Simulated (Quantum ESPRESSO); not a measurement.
PbS (Galena): zone-centre phonons under several settings

```
Pb S
1.0
     0.00000    2.96575    2.96575
     2.96575    0.00000    2.96575
     2.96575    2.96575    0.00000
Pb S
1 1
Direct
  0.00000 0.00000 0.00000
  0.50000 0.50000 0.50000
```

All runs used Quantum ESPRESSO 7.5; k mesh 4 × 4 × 4, shifted; relaxed cell; no spin polarisation; cutoff 762 eV; occupations smeared at first, fixed for the response.

```csv
level,potentials,volume (Å³/atom),lowest optical mode without the field (cm⁻¹),sum of the Born charges (e)
LDA,PseudoDojo 0.4.1 SR LDA standard,24.91,92,0.50
PBE,PseudoDojo 0.4.1 SR PBE standard,27.06,61,0.40
revPBE,PseudoDojo 0.4.1 SR PBE standard,27.73,42,0.36
RPBE,PseudoDojo 0.4.1 SR PBE standard,?,?,?
WC,PseudoDojo 0.4.1 SR PBE standard,25.72,88,0.47
vdW-DF-cx,PseudoDojo 0.4.1 SR PBE standard,25.95,90,0.44
```

Task: What stands in the row left open?

Result: Volume 28.01 Å³/atom; lowest optical mode without the field 31 cm⁻¹; sum of the Born charges 0.35 e.

Caveats: the potentials were made for another functional, which shifts forces and pressure (some runs).

For the row left open. Caveat: the mesh is thin for the dielectric tensor, Born charges and intensities, which usually come out too large; the potentials were made for another functional, which shifts forces and pressure; the Born charges break their sum rule by 0.35 e, a sign of too thin a mesh.
